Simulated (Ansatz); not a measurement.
# CdI2: a single-point run

The task is a single-point run on CdI2. The structure is shown as the input types it.

Method: density functional or hybrid calculation with the settings of its input, plane waves (as first typed), in Ansatz 0.2.0.

4 further runs of the same task are left out: 4 that didn't finish.

**1. The starting structure**

It takes space group P-3m1 (No. 164, trigonal). The conventional cell has a = 4.248 Å, b = 4.248 Å, c = 6.884 Å, α = 90.00°, β = 90.00°, γ = 120.00°. Cd (site symmetry -3m) has 6 I at 2.99 Å as nearest neighbours. I (site symmetry 3m) has 3 Cd at 2.99 Å as nearest neighbours.

As a file:

```
Cd I
1.0
     4.24836    0.00000    0.00000
    -2.12418    3.67918    0.00000
     0.00000    0.00000    6.88442
Cd I
1 2
Direct
  0.00000 0.00000 0.00000
  0.33333 0.66667 0.24956
  0.66667 0.33333 0.75044
```

**2. The calculation**

The input, input.yaml:

```yaml
crystal:
  lattice:
    - [4.2483568955, 0.0, 0.0]
    - [-2.1241784478, 3.6791849958, 0.0]
    - [0.0, 0.0, 6.884415204]
  atoms:
    - { symbol: Cd, position: [0.0, 0.0, 0.0] }
    - { symbol: I, position: [0.3333333333, 0.6666666667, 0.249559232] }
    - { symbol: I, position: [0.6666666667, 0.3333333333, 0.750440768] }
kpoints:
  mp_grid: { grid: [6, 6, 2] }
hamiltonian:
  xc: hse06
scf:
  occupations: { method: fixed }
  n_extra_bands: 4
  convergence: { dr2_threshold: 0.01 }
  max_iter: 87
output:
  forces: true
  stress: true
  eigenvalues: true
```

Started as:

```
ansatz run input.yaml --threads 4 --pin off --max-ram 3686MiB --backend cpu --events-out ev --progress --plain --runs-dir out
```

Q: Will this input give a usable result? If not, why, and what should change?

The run converged and reported no error, with warnings (force scf threshold loose, stress exchange threshold loose, stress scf threshold loose). Its log warns: «scf.convergence.dr2_threshold = 1e-2 eV is looser than this run's default, which is 1e-7 eV or tighter. The error in the forces grows as the threshold's square root ...»

The threshold asked is loose, but the program put off the close and ended at dr2 = 3.0e-9, so little accuracy was lost here.

The test: delete scf.convergence.dr2_threshold (the default then holds).
